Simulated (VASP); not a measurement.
# HfS2 (P-3m1) in VASP: relaxation of cell and atoms with LDA

Aim: the relaxation of cell and atoms of HfS2 with LDA.

Program: VASP 6.6.1. These are calculated values, not measurements. Logs are shortened: lines on timing, memory, paths and dates and some standing lists are left out, and cuts for length are marked.

## 1. The crystal as given

It takes space group P-3m1 (No. 164, trigonal). The conventional cell has a = 3.640 Å, b = 3.640 Å, c = 6.056 Å, α = 90.00°, β = 90.00°, γ = 120.00°. Around Hf (site symmetry -3m) lie 6 S at 2.54 Å. S (site symmetry 3m) is surrounded by 3 Hf at 2.54 Å.

The cell is a database's computed one.

## 2. Relaxation of cell and atoms, LDA, target pressure 1.5 GPa, at which the enthalpy is minimised

Input file INCAR:

```
PREC = Accurate ; ENCUT = 600
EDIFF = 1E-7 ; ISMEAR = -1
SIGMA = 0.05 ; LREAL = False
LASPH = True ; NELM = 80
ALGO = Normal ; ISIF = 3
LWAVE = False ; LCHARG = False
GGA = CA ; IBRION = 2
NSW = 40 ; EDIFFG = -0.005
PSTRESS = 15
```

Input file KPOINTS:

```
regular mesh
0
Gamma
  12 12 8
```

Input file POSCAR:

```
HfS2
1.0
    3.6396641800      0.0000000000      0.0000000000
   -1.8198320900      3.1520416411      0.0000000000
    0.0000000000      0.0000000000      6.0555624700
Hf S
1 2
Direct
    0.0000000000      0.0000000000      0.0000000000
    0.6666666667      0.3333333333      0.7639520500
    0.3333333333      0.6666666667      0.2360479500
```

Potentials or basis: VASP PAW LDA potentials, release 64 (Hf_pv, S).

Run with:

```
> cat potpaw_LDA.64/Hf_pv/POTCAR potpaw_LDA.64/S/POTCAR > POTCAR
> mpirun -np 1 vasp_std > vasp.out
```

OUTCAR:

```text
PREC = Accurate
   ENCUT = 600
   EDIFF = 1E-7
   ISMEAR = -1
   LREAL = False
   LASPH = True
   NELM = 80
   ISIF = 3
   GGA = CA
   IBRION = 2
   NSW = 40
   EDIFFG = -0.005
   PSTRESS = 15

 ion  position               nearest neighbor table
   1  0.000  0.000  0.000-   2 2.54   3 2.54   3 2.54   2 2.54   2 2.54   3 2.54
   2  0.667  0.333  0.764-   1 2.54   1 2.54   1 2.54
   3  0.333  0.667  0.236-   1 2.54   1 2.54   1 2.54

  LATTYP: Found a hexagonal cell.
 ALAT       =     3.6396641800
 C/A-ratio  =     1.6637695596

  Lattice vectors:

 A1 = (   3.6396641800,   0.0000000000,   0.0000000000)
 A2 = (  -1.8198320900,   3.1520416411,   0.0000000000)
 A3 = (   0.0000000000,   0.0000000000,   6.0555624700)

Analysis of symmetry for initial positions (statically):
=====================================================================
 Subroutine PRICEL returns:
 Original cell was already a primitive cell.

 Routine SETGRP: Setting up the symmetry group for a
 hexagonal supercell.

 Subroutine GETGRP returns: Found 12 space group operations
 (whereof 12 operations were pure point group operations)
 out of a pool of 24 trial point group operations.

The static configuration has the point symmetry D_3d.

Analysis of symmetry for dynamics (positions and initial velocities):
=====================================================================
 Subroutine PRICEL returns:
 Original cell was already a primitive cell.

 Routine SETGRP: Setting up the symmetry group for a
 hexagonal supercell.

 Subroutine GETGRP returns: Found 12 space group operations
 (whereof 12 operations were pure point group operations)
 out of a pool of 24 trial point group operations.

The dynamic configuration has the point symmetry D_3d.

 Subroutine INISYM returns: Found 12 space group operations
 (whereof 12 operations are pure point group operations),
 and found     1 'primitive' translations

----------------------------------------------------------------------------------------

                                     Primitive cell

  volume of cell :      69.4717

  direct lattice vectors                    reciprocal lattice vectors
     3.639664180  0.000000000  0.000000000     0.274750623  0.158627346  0.000000000
    -1.819832090  3.152041641  0.000000000     0.000000000  0.317254692  0.000000000
     0.000000000  0.000000000  6.055562470     0.000000000  0.000000000  0.165137426

  length of vectors
     3.639664180  3.639664180  6.055562470     0.317254692  0.317254692  0.165137426

  position of ions in fractional coordinates (direct lattice)
     0.000000000  0.000000000  0.000000000
     0.666666667  0.333333333  0.763952050
     0.333333333  0.666666667  0.236047950

  ion indices of the primitive-cell ions
   primitive index   ion index
                 1           1
                 2           2
                 3           3

----------------------------------------------------------------------------------------

 KPOINTS: regular mesh

Automatic generation of k-mesh.
 Grid dimensions read from file:
 generate k-points for:   12   12    8

 Generating k-lattice:

  Cartesian coordinates                     Fractional coordinates (reciprocal lattice)
     0.022895885  0.013218945  0.000000000     0.083333333  0.000000000  0.000000000
     0.000000000  0.026437891  0.000000000     0.000000000  0.083333333  0.000000000
     0.000000000  0.000000000  0.020642178     0.000000000  0.000000000  0.125000000

  Length of vectors
     0.026437891  0.026437891  0.020642178

  Shift w.r.t. Gamma in fractional coordinates (k-lattice)
     0.000000000  0.000000000  0.000000000

 Subroutine IBZKPT returns following result:
 ===========================================

 Found    131 irreducible k-points:

 Following reciprocal coordinates:
            Coordinates               Weight
  0.000000  0.000000  0.000000      1.000000
  0.083333 -0.000000  0.000000      6.000000
  0.166667 -0.000000  0.000000      6.000000
  0.250000 -0.000000  0.000000      6.000000
  0.333333 -0.000000  0.000000      6.000000
  0.416667 -0.000000  0.000000      6.000000
[... 16 lines left out ...]
  0.166667 -0.000000  0.125000      6.000000
  0.000000  0.166667  0.125000      6.000000
 [... further k-points ...]
   k-points           NKPTS =    131   k-points in BZ     NKDIM =    131   number of bands    NBANDS=     15
   number of dos      NEDOS =    301   number of ions     NIONS =      3
   total plane-waves  NPLWV =  43200
   dimension x,y,z NGX =    30 NGY =   30 NGZ =   48
   dimension x,y,z NGXF=    60 NGYF=   60 NGZF=   96
   ions per type =               1   2
   NGX,Y,Z   is equivalent  to a cutoff of  13.70, 13.70, 13.18 a.u.
   NGXF,Y,Z  is equivalent  to a cutoff of  27.41, 27.41, 26.36 a.u.
 SYSTEM =  unknown system
   PREC   = accura    normal or accurate (medium, high low for compatibility)
   ISTART =      0    job   : 0-new  1-cont  2-samecut
   ICHARG =      2    charge: 1-file 2-atom 10-const
   ISPIN  =      1    spin polarized calculation?
   LNONCOLLINEAR =      F non collinear calculations
   LSORBIT =      F    spin-orbit coupling
   LASPH  =      T    aspherical Exc in radial PAW
   ENCUT  =  600.0 eV  44.10 Ry    6.64 a.u.   7.27  7.27 12.09*2*pi/ulx,y,z
   NELM   =     80;   NELMIN=  2; NELMDL= -5     # of ELM steps
   EDIFF  = 0.1E-06   stopping-criterion for ELM
   LREAL  =      F    real-space projection
   EDIFFG = -.5E-02   stopping-criterion for IOM
   NSW    =     40    number of steps for IOM
   IBRION =      2    ionic relax: 0-MD 1-quasi-New 2-CG
   NFREE  =      1    steps in history (QN), initial steepest desc. (CG)
   ISIF   =      3    stress and relaxation
   ISYM   =      2    0-nonsym 1-usesym 2-fastsym
   POTIM  = 0.5000    time-step for ionic-motion
   TEBEG  =    0.0;   TEEND  =   0.0 temperature during run
   PSTRESS=   15.0 pullay stress
   NELECT =      22.0000    total number of electrons
   NUPDOWN=      -1.0000    fix difference up-down
   EMIN   =  10.00;   EMAX   =-10.00  energy-range for DOS
   EFERMI =   0.00;   METHOD = LEGACY
   ISMEAR =    -1;   SIGMA  =   0.05  broadening in eV -4-tet -1-fermi 0-gaus
   EFERMI_NEDOS =   21; number of points for ismear=-14 and -15
   IALGO  =     38    algorithm
   IMIX   =      4    mixing-type and parameters
     AMIX     =   0.40;   BMIX     =  1.00
     AMIX_MAG =   1.60;   BMIX_MAG =  1.00
  volume/ion in A,a.u.               =      23.16       156.27
  Fermi-wavevector in a.u.,A,eV,Ry     =   1.115869  2.108686 16.941474  1.245163
  Thomas-Fermi vector in A             =   2.252478
   LORBIT       =      0    0 simple, 1 ext, 2 COOP (PROOUT), +10 PAW based schemes
   GGA     = CA    functional components
   LHFCALC =     F    Hartree Fock is set to
   AEXX    =    0.0000 exact exchange contribution
   IVDW    =     0    specifies the selected vdW correction
   LEPSILON=     F    determine dielectric tensor
   LRPA    =     F    only Hartree local field effects (RPA)
 conjugate gradient relaxation of ions
 non-spin polarized calculation
  energy-cutoff  :      600.00
  volume of cell :       69.47
 maximum number of plane-waves:      2364
 NGX is ok and might be reduce to    30
   NGX = 15   NGY = 15   NGZ = 25

--------------------------------------- Ionic step        1  -------------------------------------------

 number of electron      22.0000001 magnetization

 Free energy of the ion-electron system (eV)
  ---------------------------------------------------
  ext. energy  EPLUGINS =         0.00000000
  ---------------------------------------------------
  free energy    TOTEN  =       -24.80886464 eV

  energy without entropy =      -24.80886353  energy(sigma->0) =      -24.80886408

 E-fermi :   3.2654     XC(G=0):  -9.7750

 val. band max:        2.7326786799   @ k =   0.0833   0.0833   0.0000
 cond. band min:       3.7764519362   @ k =   0.5000  -0.0000   0.5000
 fundamental gap:      1.0437732563
 Fermi energy:         3.2654477679

 k-point     1 :       0.0000    0.0000    0.0000
  band No.  band energies     occupation
      1     -27.8096      2.00000
      2     -27.7017      2.00000
      3     -27.7017      2.00000
      4     -10.2039      2.00000
      5      -8.5223      2.00000
      6      -1.8709      2.00000
      7      -0.0311      2.00000
      8      -0.0311      2.00000
      9       2.6705      1.99999
     10       2.7115      1.99997
     11       2.7115      1.99997
     12       4.6101      0.00000
[... 956 lines left out ...]
      1     -27.1683      2.00000
      2     -27.1145      2.00000
      3     -27.0647      2.00000
      4      -9.6692      2.00000
      5      -8.2579      2.00000
      6      -1.2331      2.00000
      7      -0.0665      2.00000
      8       0.4153      2.00000
      9       1.4469      2.00000
     10       2.5612      2.00000
     11       3.0890      1.99999
     12       4.9729      0.00000
     13       5.9305      0.00000
     14       6.4360      0.00000
     15       8.3284      0.00000

 [... further k-points ...]

[... ionic steps 4 to 14 ...]

--------------------------------------- Ionic step       15  -------------------------------------------

 number of electron      22.0000000 magnetization

------------------------ aborting loop because EDIFF is reached ----------------------------------------

  FORCE on cell =-STRESS in cart. coord.  units (eV):
  Direction    XX          YY          ZZ          XY          YZ          ZX
  --------------------------------------------------------------------------------------
  -------------------------------------------------------------------------------------
  Total        0.5271713      0.5271713      0.5349899      0.0000000      0.0000000      0.0000000
  in kB       14.0844693     14.0844693     14.2933594      0.0000000      0.0000000      0.0000000
  external PRESSURE =      -0.8459007 kB  Pullay stress =      15.0000000 kB
[... 63 lines left out ...]
  enthalpy is  TOTEN    =       -24.3094776673 eV   P V=        0.5606085577

--------------------------------------- Ionic step       17  -------------------------------------------

 number of electron      22.0000000 magnetization

 Free energy of the ion-electron system (eV)
  ---------------------------------------------------
  ext. energy  EPLUGINS =         0.00000000
  ---------------------------------------------------
  free energy    TOTEN  =       -24.87062980 eV

  energy without entropy =      -24.87052806  energy(sigma->0) =      -24.87057893

 E-fermi :   4.7622     XC(G=0): -10.5655

 val. band max:        4.5834653181   @ k =   0.0000   0.0000   0.0000
 cond. band min:       4.9811396420   @ k =   0.5000  -0.0000   0.5000
 fundamental gap:      0.3976743239
 Fermi energy:         4.7621539615

 k-point     1 :       0.0000    0.0000    0.0000
  band No.  band energies     occupation
      1     -26.1607      2.00000
      2     -26.0233      2.00000
      3     -26.0233      2.00000
      4      -9.2544      2.00000
      5      -7.0888      2.00000
      6      -1.1829      2.00000
      7       1.3758      2.00000
      8       1.3758      2.00000
      9       4.3046      1.99979
     10       4.3046      1.99979
     11       4.5835      1.94543
     12       6.1483      0.00000
[... 447 lines left out ...]
  FREE ENERGIE OF THE ION-ELECTRON SYSTEM (eV)
  ---------------------------------------------------
  free  energy   TOTEN  =       -24.8706298020 eV

  energy  without entropy=      -24.8705280581  energy(sigma->0) =      -24.87057893

  enthalpy is  TOTEN    =       -24.3095042715 eV   P V=        0.5611255305

 reached required accuracy - stopping structural energy minimisation
```

Wall time 10 min (1 thread of Intel Xeon 6975P-C (Granite Rapids), shared host); peak memory 0.32 GiB.

Results:

* Free energy: -24.8706 eV
* Relaxed volume: 19.98 Å³/atom
* Relaxed cell: a = 3.531 Å, b = 3.531 Å, c = 5.550 Å, α = 90.00°, β = 90.00°, γ = 120.00°
* Space group after relaxing (to 0.05 Å): P-3m1 (No. 164)
* Energy change on relaxing (the enthalpy is what falls): -20.6 meV/atom
* Ionic steps: 17
* Pressure after relaxing: 1.5 GPa
* Band gap on the k mesh: 0.40 eV, indirect (least direct gap 1.43 eV)

Forces on the atoms (eV/Å):
```
Hf   0.000  0.000  0.000
S    0.000  0.000 -0.002
S    0.000  0.000  0.002
```

Step by step:
```
step  energy change (eV)  largest force (eV/Å)  pressure (GPa)  volume (Å³)
   1              0.0000                0.2489           -4.22        69.47
   2              0.1366                1.5869           10.73        61.48
   3             -0.0368                0.4533            1.22        65.95
   4             -0.0361                0.4685            1.34        65.88
   5             -0.0461                0.3449            1.31        65.17
   6             -0.0455                0.0569            1.25        63.63
   7             -0.0520                0.0603            1.38        62.80
   8             -0.0590                0.0610            2.10        60.30
   9              0.0738                0.1393            5.83        55.32
  10             -0.0542                0.1739            2.96        59.70
  11             -0.0569                0.3410           -1.00        60.64
  12             -0.0626                0.0346            1.33        60.08
  13             -0.0622                0.0100            1.41        59.98
  14             -0.0621                0.0068            1.42        59.97
  15             -0.0621                0.0061            1.42        59.97
  16             -0.0612                0.0163            1.62        59.88
  17             -0.0618                0.0023            1.50        59.93
```

Final structure:
```
Hf S
1.0
     3.53128    0.00000    0.00000
    -1.76564    3.05817    0.00000
     0.00000    0.00000    5.54990
Hf S
1 2
Direct
  0.00000 0.00000 0.00000
  0.66667 0.33333 0.73879
  0.33333 0.66667 0.26121
```

Levels at points of the mesh, in eV from the valence-band top:
| k point | band 9 | band 10 | band 11 | band 12 | band 13 | band 14 |
| --- | --- | --- | --- | --- | --- | --- |
| (0.00, 0.00, 0.00) | -0.28 | -0.28 | 0.00 | 1.56 | 1.56 | 2.05 |
| (0.50, 0.00, 0.00) | -2.87 | -2.67 | -1.76 | 0.60 | 3.89 | 4.04 |
| (0.00, 0.00, 0.50) | -2.67 | -0.56 | -0.56 | 1.48 | 1.48 | 2.48 |
| (0.50, 0.00, 0.50) | -2.92 | -1.23 | -1.03 | 0.40 | 3.87 | 4.09 |

Caveat: the cell is relaxed towards a set pressure, so the enthalpy falls and the energy may rise; spin-orbit coupling is left out, which moves the levels of the heavy elements. A k mesh can miss the band edges.
